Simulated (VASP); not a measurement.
C:

```
C
1.0
     2.12732   -1.22828    0.00000
     2.12732    1.22828    0.00000
    -1.37907    0.00000    3.50283
C
2
Direct
  0.16664 0.16664 0.99991
  0.83336 0.83336 0.00009
```

This is a stacking variant of graphite.

```yaml
Program: VASP 6.6.1
Task: relaxation of cell and atoms
Functional: PBE
Potentials_or_basis: VASP PAW PBE potentials, release 54 (C)
Cutoff: 900 eV
k_mesh: 13 × 13 × 8
Occupations: fermi-dirac, width 0.05 eV
Spin: no spin polarisation
```

At the start: pressure 3.9 GPa; volume 9.15 Å³/atom.

Question: How do energy, volume and symmetry change on relaxing?

Answer: Over 39 steps the energy falls by 8.3 meV/atom and the volume is 10.67 Å³/atom (+16.6 %); space group R-3m (No. 166, to 0.05 Å).

Step by step:
```csv
step,energy change (eV),largest force (eV/Å),pressure (GPa),volume (Å³)
1,0.0000,0.0046,3.94,18.31
2,0.0079,0.0080,-6.31,18.91
3,-0.0027,0.0021,0.36,18.50
4,-0.0040,0.0040,0.32,18.61
5,-0.0074,0.0208,0.22,18.92
6,-0.0121,0.0552,0.12,19.54
7,-0.0159,0.1258,-0.03,20.78
8,-0.0098,0.7944,0.53,21.02
9,-0.0162,0.0606,0.04,20.82
10,-0.0161,0.0830,0.19,20.88
11,-0.0163,0.0070,0.10,20.85
12,-0.0163,0.0513,-0.04,20.87
13,-0.0163,0.0181,0.04,20.86
14,-0.0163,0.0095,0.00,20.88
15,-0.0163,0.0107,0.00,20.88
16,-0.0163,0.0129,0.01,20.89
17,-0.0163,0.0180,0.06,20.91
18,-0.0163,0.0296,0.17,20.95
19,-0.0164,0.0218,0.17,20.96
20,-0.0164,0.0178,0.13,20.99
21,-0.0164,0.0678,-0.01,21.06
22,-0.0164,0.0461,0.03,21.03
23,-0.0164,0.0330,0.07,21.01
24,-0.0164,0.0212,0.03,21.03
25,-0.0164,0.0151,-0.16,21.10
26,-0.0164,0.0029,-0.10,21.08
27,-0.0164,0.0102,-0.07,21.10
28,-0.0165,0.0361,0.01,21.17
29,-0.0165,0.0234,0.04,21.20
30,-0.0165,0.0216,0.06,21.21
31,-0.0165,0.0275,0.10,21.23
32,-0.0165,0.0564,0.13,21.27
33,-0.0165,0.0304,0.09,21.23
34,-0.0165,0.0245,0.08,21.27
35,-0.0165,0.0157,0.02,21.36
36,-0.0165,0.0164,0.05,21.32
37,-0.0165,0.0133,0.00,21.33
38,-0.0165,0.0102,0.01,21.33
39,-0.0165,0.0020,0.00,21.34
```

Final structure:
```
C
1.0
     2.13630   -1.23333   -0.00425
     2.13630    1.23333   -0.00425
    -1.39179    0.00000    4.05164
C
2
Direct
  0.16666 0.16666 0.00000
  0.83334 0.83334 0.00000
```

Caveat: the volume moved by over 15 % at a fixed basis, so the end points are rough; this functional lacks dispersion, which binds the layers, so the pressure and a relaxed spacing across them are unreliable, and here the layers came unbound.
